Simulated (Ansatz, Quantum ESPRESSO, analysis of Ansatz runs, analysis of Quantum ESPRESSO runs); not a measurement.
# Reproducing a measured charge-transition level: substitutional N in diamond (Quantum ESPRESSO), part 4 of 4

How near does this set-up come to the measured charge-transition level? Subject: substitutional N in diamond. Set-up: LDA, GBRV 1.5 LDA, 64-site cell, LDA lattice, k: the zone centre alone then 2x2x2 shifted, started with the impurity moved along one bond, start relaxed with Ansatz. The model is a cell of 64 host atoms with 1 C taken out and 1 N put in. The level is the Fermi energy at which two charge states have equal formation energy, after a correction for the images of the charge. A local or semilocal functional is the cheapest first rung.

Quantum ESPRESSO 7.5; LDA, GBRV 1.5 LDA, 64-site cell, LDA lattice, k: the zone centre alone then 2x2x2 shifted, started with the impurity moved along one bond, start relaxed with Ansatz.

So far: The structure; Relaxation, charge +1; Single point, charge +1; Relaxation, charge 0.

**5. Single point, charge 0**

This step: Quantum ESPRESSO plane-wave DFT, LDA, GBRV 1.5 LDA potentials; single point of a defect supercell.

Contents of pw.in:

```
&CONTROL
  calculation = 'scf'
  prefix = 'pwscf'
  outdir = './tmp'
  pseudo_dir = './pseudo'
  tprnfor = .true.
  disk_io = 'low'
/
&SYSTEM
  ibrav = 0
  nat = 64
  ntyp = 2
  ecutwfc = 45
  ecutrho = 360
  nbnd = 133
  occupations = 'smearing'
  smearing = 'fd'
  degauss = 0.00073499
  nspin = 2
  starting_magnetization(1) = 0.125
  starting_magnetization(2) = 0.1
  tot_magnetization = 1
  nosym = .true.
/
&ELECTRONS
  conv_thr = 6d-08
  electron_maxstep = 100
  mixing_beta = 0.3
/
ATOMIC_SPECIES
C     12.0110 c_lda_v1.2.uspp.F.UPF
N     14.0070 n_lda_v1.2.uspp.F.UPF
CELL_PARAMETERS angstrom
   7.0641498481    0.0000000000    0.0000000000
   0.0000000000    7.0641498481    0.0000000000
   0.0000000000    0.0000000000    7.0641498481
ATOMIC_POSITIONS crystal
C     -0.0021056902   -0.0024355380    0.2495445958
C     -0.0021055970    0.2495122468   -0.0024030493
[... 1 atom line left out ...]
C      0.2319733434    0.2316428621    0.2316754310
[... 1 atom line left out ...]
C      0.1233157707    0.3718359585    0.1230182398
[... 1 atom line left out ...]
N      0.3921323063    0.3918019779    0.3918346928
[... 5 atom lines left out ...]
C      0.1279996339    0.3742905281    0.6236908785
C      0.3746196752    0.1276689489    0.6236909188
[... 5 atom lines left out ...]
C      0.1279993463    0.6236589918    0.3743226591
[... 1 atom line left out ...]
C      0.3746195793    0.6236584735    0.1277017835
[... 3 atom lines left out ...]
C      0.2566155815    0.5025964268    0.5026283317
[... 9 atom lines left out ...]
C      0.6239890313    0.1276689145    0.3743225113
C      0.6239886817    0.3742902408    0.1277017766
[... 3 atom lines left out ...]
C      0.5029261406    0.2562849412    0.5026282105
[... 6 atom lines left out ...]
C      0.5029261617    0.5025963943    0.2563173765
[... 14 atom lines left out ...]
C      0.8753866442    0.8750569090    0.8750892404
K_POINTS automatic
2 2 2 1 1 1
```

Contents of pp_potential.in:

```
&INPUTPP
  prefix = 'pwscf'
  outdir = './tmp'
  filplot = 'potential.dat'
  plot_num = 11
/
&PLOT
  nfile = 1
  filepp(1) = 'potential.dat'
  iflag = 3
  output_format = 6
  fileout = 'potential.cube'
/
```

Launch:

```
OMP_NUM_THREADS=1 mpirun -n 4 pw.x -nk 2 -in pw.in > pw.out
OMP_NUM_THREADS=1 mpirun -n 4 pp.x -in pp_potential.in > pp_potential.out
```

Output:

```text
[banner, memory and clock lines left out]
          URL

     bravais-lattice index     =            0
     lattice parameter (alat)  =      13.3493  a.u.
     unit-cell volume          =    2378.9007 (a.u.)^3
     number of atoms/cell      =           64
     number of atomic types    =            2
     number of electrons       =       257.00 (up: 129.00, down: 128.00)
     number of Kohn-Sham states=          133
     kinetic-energy cutoff     =      45.0000  Ry
     charge density cutoff     =     360.0000  Ry
     scf convergence threshold =      6.0E-08
     mixing beta               =       0.3000
     number of iterations used =            8  plain     mixing
     Exchange-correlation= SLA  PZ   NOGX NOGC
                           (   1   1   0   0   0   0   0)

     celldm(1)=  13.349309  celldm(2)=   0.000000  celldm(3)=   0.000000
     celldm(4)=   0.000000  celldm(5)=   0.000000  celldm(6)=   0.000000

     crystal axes: (cart. coord. in units of alat)
               a(1) = (   1.000000   0.000000   0.000000 )
               a(2) = (   0.000000   1.000000   0.000000 )
               a(3) = (   0.000000   0.000000   1.000000 )

     reciprocal axes: (cart. coord. in units 2 pi/alat)
               b(1) = (  1.000000  0.000000  0.000000 )
               b(2) = (  0.000000  1.000000  0.000000 )
               b(3) = (  0.000000  0.000000  1.000000 )

     PseudoPot. # 1 for C  read from file:
     c_lda_v1.2.uspp.F.UPF
     Pseudo is Ultrasoft + core correction, Zval =  4.0
     Generated by new atomic code, or converted to UPF format
     Using radial grid of  721 points,  4 beta functions with:
                l(1) =   0
                l(2) =   0
                l(3) =   1
                l(4) =   1
     Q(r) pseudized with  8 coefficients,  rinner =    1.100   1.100   1.100

     PseudoPot. # 2 for N  read from file:
     n_lda_v1.2.uspp.F.UPF
     Pseudo is Ultrasoft + core correction, Zval =  5.0
     Generated by new atomic code, or converted to UPF format
     Using radial grid of  729 points,  4 beta functions with:
                l(1) =   0
                l(2) =   0
                l(3) =   1
                l(4) =   1
     Q(r) pseudized with  8 coefficients,  rinner =    0.900   0.900   0.900

     atomic species   valence    mass     pseudopotential
     C                 4.00    12.01100     C ( 1.00)
     N                 5.00    14.00700     N ( 1.00)

     Starting magnetic structure
     atomic species   magnetization
     C               0.125
     N               0.100

     No symmetry found

   Cartesian axes

     site n.     atom                  positions (alat units)
         1        C      tau(   1) = (  -0.0021057  -0.0024355   0.2495446  )
         2        C      tau(   2) = (  -0.0021056   0.2495122  -0.0024030  )
         3        C      tau(   3) = (   0.2498427  -0.0024356  -0.0024032  )
         4        C      tau(   4) = (   0.2319733   0.2316429   0.2316754  )
         5        C      tau(   5) = (   0.1233155   0.1229859   0.3718684  )
         6        C      tau(   6) = (   0.1233158   0.3718360   0.1230182  )
         7        C      tau(   7) = (   0.3721666   0.1229857   0.1230180  )
         8        N      tau(   8) = (   0.3921323   0.3918020   0.3918347  )
         9        C      tau(   9) = (   0.0002659  -0.0000643   0.7491002  )
        10        C      tau(  10) = (   0.0015952   0.2502345   0.4987440  )
        11        C      tau(  11) = (   0.2505635   0.0012649   0.4987439  )
[...]
60        C      tau(  60) = (   0.7508468   0.7505167   0.7505494  )
        61        C      tau(  61) = (   0.6258140   0.6254838   0.8766463  )
        62        C      tau(  62) = (   0.6258140   0.8766137   0.6255164  )
        63        C      tau(  63) = (   0.8769435   0.6254839   0.6255162  )
        64        C      tau(  64) = (   0.8753866   0.8750569   0.8750892  )

     number of k points=     4  Fermi-Dirac smearing, width (Ry)=  0.0007
                       cart. coord. in units 2pi/alat
        k(    1) = (   0.2500000   0.2500000   0.2500000), wk =   0.2500000
        k(    2) = (   0.2500000   0.2500000  -0.2500000), wk =   0.2500000
        k(    3) = (   0.2500000  -0.2500000   0.2500000), wk =   0.2500000
        k(    4) = (   0.2500000  -0.2500000  -0.2500000), wk =   0.2500000

     Dense  grid:   274553 G-vectors     FFT dimensions: (  81,  81,  81)

     Smooth grid:    97233 G-vectors     FFT dimensions: (  60,  60,  60)

     Generating pointlists ...
     new r_m :   0.0855 (alat units)  1.1407 (a.u.) for type    1
     new r_m :   0.0855 (alat units)  1.1407 (a.u.) for type    2

     Initial potential from superposition of free atoms

     starting charge     256.9978, renormalised to     257.0000
     Starting wfcs are  256 randomized atomic wfcs

     Self-consistent Calculation

     iteration #  1     ecut=    45.00 Ry     beta= 0.30
     Davidson diagonalization with overlap
     ethr =  1.00E-02,  avg # of iterations =  2.0

     total energy              =    -746.59128745 Ry
     estimated scf accuracy    <       4.40987231 Ry

     total magnetization       =     1.00 Bohr mag/cell
     absolute magnetization    =     1.44 Bohr mag/cell

[...]
total energy              =    -746.18921679 Ry
     estimated scf accuracy    <       0.00000227 Ry

     total magnetization       =     1.00 Bohr mag/cell
     absolute magnetization    =     1.08 Bohr mag/cell

     iteration # 10     ecut=    45.00 Ry     beta= 0.30
     Davidson diagonalization with overlap
     ethr =  8.81E-10,  avg # of iterations =  2.9

     total energy              =    -746.18921693 Ry
     estimated scf accuracy    <       0.00000131 Ry

     total magnetization       =     1.00 Bohr mag/cell
     absolute magnetization    =     1.08 Bohr mag/cell

     iteration # 11     ecut=    45.00 Ry     beta= 0.30
     Davidson diagonalization with overlap
     ethr =  5.11E-10,  avg # of iterations =  3.0

     total energy              =    -746.18921726 Ry
     estimated scf accuracy    <       0.00000006 Ry

     total magnetization       =     1.00 Bohr mag/cell
     absolute magnetization    =     1.08 Bohr mag/cell

     iteration # 12     ecut=    45.00 Ry     beta= 0.30
     Davidson diagonalization with overlap
     ethr =  2.36E-11,  avg # of iterations =  4.6

     Magnetic moment per site  (integrated on atomic sphere of radius R)
     atom   1 (R=0.085)  charge=  1.8082  magn=  0.0136
     atom   2 (R=0.085)  charge=  1.8082  magn=  0.0136
     atom   3 (R=0.085)  charge=  1.8083  magn=  0.0136
     atom   4 (R=0.085)  charge=  1.8335  magn=  0.2616
     atom   5 (R=0.085)  charge=  1.8171  magn= -0.0061
     atom   6 (R=0.085)  charge=  1.8170  magn= -0.0061
     atom   7 (R=0.085)  charge=  1.8174  magn= -0.0061
     atom   8 (R=0.085)  charge=  2.8659  magn=  0.1496
     atom   9 (R=0.085)  charge=  1.8033  magn=  0.0006
     atom  10 (R=0.085)  charge=  1.7996  magn=  0.0042
[...]
atom  60 (R=0.085)  charge=  1.7993  magn=  0.0003
     atom  61 (R=0.085)  charge=  1.8048  magn= -0.0000
     atom  62 (R=0.085)  charge=  1.8047  magn= -0.0000
     atom  63 (R=0.085)  charge=  1.8049  magn= -0.0000
     atom  64 (R=0.085)  charge=  1.8004  magn=  0.0002

     End of self-consistent calculation

 ------ SPIN UP ------------

          k = 0.2500 0.2500 0.2500 ( 12067 PWs)   bands (ev):

    -8.0167  -7.0692  -6.5083  -6.5083  -5.8135  -5.3630  -5.3630  -4.7123
    -4.2276  -4.2276  -4.1353  -3.5769  -3.2238  -3.2238  -3.1439  -3.1439
    -3.0928  -2.4279  -2.2425  -2.2425  -1.6040  -1.2153  -1.2153  -0.9806
    -0.9806  -0.9451  -0.3080  -0.2455  -0.2455  -0.1491  -0.1490  -0.0960
     0.7422   0.7611   0.7611   1.7022   1.7971   1.7971   2.1861   2.1861
     2.1901   2.3780   2.3780   2.3811   2.7915   2.8318   2.8713   2.8714
     3.4977   3.4977   3.5424   3.6401   3.6569   3.6569   4.7491   4.7491
     4.9183   4.9708   4.9758   4.9758   5.5192   5.5365   5.5365   5.6946
     5.7151   5.7151   5.9481   5.9849   5.9849   6.0592   6.0592   6.2851
     6.7351   6.7351   7.0330   7.0330   7.0422   7.0574   7.1301   7.1301
[...]
16.6434  18.3071  18.5754  18.5756  18.8052

          k = 0.2500 0.2500-0.2500 ( 12067 PWs)   bands (ev):

[...]
16.4162  18.4523  18.5817  18.6679  18.8187

          k = 0.2500-0.2500 0.2500 ( 12067 PWs)   bands (ev):

[...]
16.4162  18.4524  18.5818  18.6680  18.8193

          k = 0.2500-0.2500-0.2500 ( 12067 PWs)   bands (ev):

[...]
16.4162  18.4524  18.5817  18.6679  18.8189

 ------ SPIN DOWN ----------

          k = 0.2500 0.2500 0.2500 ( 12067 PWs)   bands (ev):

[...]
17.4030  18.3775  18.5863  18.5863  18.8197

          k = 0.2500 0.2500-0.2500 ( 12067 PWs)   bands (ev):

[...]
17.1509  18.4938  18.5908  18.6873  18.8327

          k = 0.2500-0.2500 0.2500 ( 12067 PWs)   bands (ev):

[...]
17.1509  18.4938  18.5908  18.6873  18.8326

          k = 0.2500-0.2500-0.2500 ( 12067 PWs)   bands (ev):

[...]
8.2091   8.2889   8.3781   8.4145   8.5050   8.5680   8.6289   8.6444
     8.9142   9.1043   9.1048   9.1946   9.2182   9.2786   9.3140   9.3334
     9.3887   9.4104   9.4221   9.4458   9.4548   9.4848   9.6503   9.9045
    10.0139  10.1089  10.5312  10.6524  10.7302  10.9684  11.0714  11.1751
    11.4224  11.5406  11.5959  11.6581  11.7328  11.9762  12.8666  13.0771
    17.1509  18.4938  18.5908  18.6873  18.8326

     the spin up/dw Fermi energies are    17.2421   15.5515 ev

!    total energy              =    -746.18921744 Ry
     estimated scf accuracy    <       0.00000003 Ry
     smearing contrib. (-TS)   =       0.00000000 Ry
     internal energy E=F+TS    =    -746.18921744 Ry

     The total energy is F=E-TS. E is the sum of the following terms:
     one-electron contribution =     261.47531926 Ry
     hartree contribution      =      62.97492163 Ry
     xc contribution           =    -238.33690665 Ry
     ewald contribution        =    -832.30255168 Ry

     total magnetization       =     1.00 Bohr mag/cell
     absolute magnetization    =     1.08 Bohr mag/cell

     convergence has been achieved in  12 iterations

     Forces acting on atoms (cartesian axes, Ry/au):

     atom    1 type  1   force =    -0.00161140   -0.00161229    0.00353249
     atom    2 type  1   force =    -0.00161188    0.00353134   -0.00161282
     atom    3 type  1   force =     0.00353005   -0.00161263   -0.00161265
     atom    4 type  1   force =    -0.00694580   -0.00694489   -0.00694581
     atom    5 type  1   force =     0.00035675    0.00035515    0.00018155
     atom    6 type  1   force =     0.00035629    0.00018174    0.00035631
     atom    7 type  1   force =     0.00017957    0.00035625    0.00035719
     atom    8 type  2   force =     0.01188624    0.01188953    0.01188211
     atom    9 type  1   force =     0.00017444    0.00017549    0.00075879
     atom   10 type  1   force =     0.00003079   -0.00261947    0.00001639
[...]
atom   60 type  1   force =     0.00005319    0.00005450    0.00005340
     atom   61 type  1   force =     0.00013247    0.00013129   -0.00063856
     atom   62 type  1   force =     0.00013237   -0.00063719    0.00013147
     atom   63 type  1   force =    -0.00063762    0.00013172    0.00013273
     atom   64 type  1   force =     0.00030243    0.00030101    0.00030117

     Total force =     0.031382     Total SCF correction =     0.000465
```

Run time: 2.6 min. Hardware: 4 MPI ranks of Arm Neoverse V2, shared host; peak memory 1.3 GiB.

This step gave:

```yaml
total_moment: 1.0000 μB
integral_of_the_absolute_spin_density: 1.081 μB
```

**6. Charge-transition levels**

Analysis of the runs above: levels from Quantum ESPRESSO plane-wave DFT, LDA, GBRV 1.5 LDA potentials energies with an image-charge correction aligned at atomic sites (own code after Kumagai and Oba).

It gives:

| Property | Result |
| --- | --- |
| gap | 4.181 eV |

**7. Summary of results**

| Property | Result |
| --- | --- |
| static dielectric constant used | 5.8 |
| band gap of the host | 4.18 eV |
| (plus 1/0) level below the conduction-band bottom | 1.14 eV |

(+1/0) level below the conduction-band bottom: computed 1.14 eV, measured 1.7 eV; 0.56 eV shallower than the measurement. The level is counted in a gap of 4.18 eV, and the correction is screened by a dielectric constant of 5.8 from a linear-response run on the host (PBEsol). Levels hang on the band edges, which semilocal functionals place too close together. Limits: the periodic copies of the defect are only 7.1 Å apart.

[Logs are printed without paths, hosts, clocks, repeated set-up lines and the standing remarks that a program may print on its own settings, such as how far it seeks lower states.]

[Hosts, paths, dates, database ids (printed as entryN), source tags and the programs' standing remarks are cut or masked in the printed files.]

[For some hosts the program warned that the k-mesh of the response run may be too coarse for force constants and the static dielectric constant; such warnings are not shown here.]
